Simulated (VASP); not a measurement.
Crystal: Cd.

```
Cd
1.0
    -1.78432    1.78432    1.78432
     1.78432   -1.78432    1.78432
     1.78432    1.78432   -1.78432
Cd
1
Direct
  0.00000 0.00000 0.00000
```

This isn't the form of Cd at room conditions, which is hcp.

```yaml
Program: VASP 6.6.1
Task: relaxation of cell and atoms
Functional: revPBE
Potentials_or_basis: VASP PAW PBE potentials, release 64 (Cd)
Cutoff: 600 eV
k_mesh: 10 × 10 × 10
Occupations: fermi-dirac, width 0.05 eV
Spin: no spin polarisation
```

At the start: pressure 3.0 GPa; volume 22.72 Å³/atom.

Where does the relaxation end?

Over 4 steps the energy falls by 17.3 meV/atom and the volume is 24.73 Å³/atom (+8.8 %); space group Im-3m (No. 229, to 0.05 Å).

Step by step:
| step | energy change (eV) | largest force (eV/Å) | pressure (GPa) | volume (Å³) |
| --- | --- | --- | --- | --- |
| 1 | 0.0000 | 0.0000 | 2.99 | 22.72 |
| 2 | -0.0160 | 0.0000 | 0.74 | 24.15 |
| 3 | -0.0173 | 0.0000 | -0.07 | 24.78 |
| 4 | -0.0173 | 0.0000 | 0.00 | 24.73 |

Final structure:
```
CELL_PARAMETERS angstrom
-1.83529 1.83529 1.83529
1.83529 -1.83529 1.83529
1.83529 1.83529 -1.83529
ATOMIC_POSITIONS crystal
Cd 0.00000 0.00000 0.00000
```

Caveat: the PAW data sets were made with another functional, which shifts forces and pressure a little.
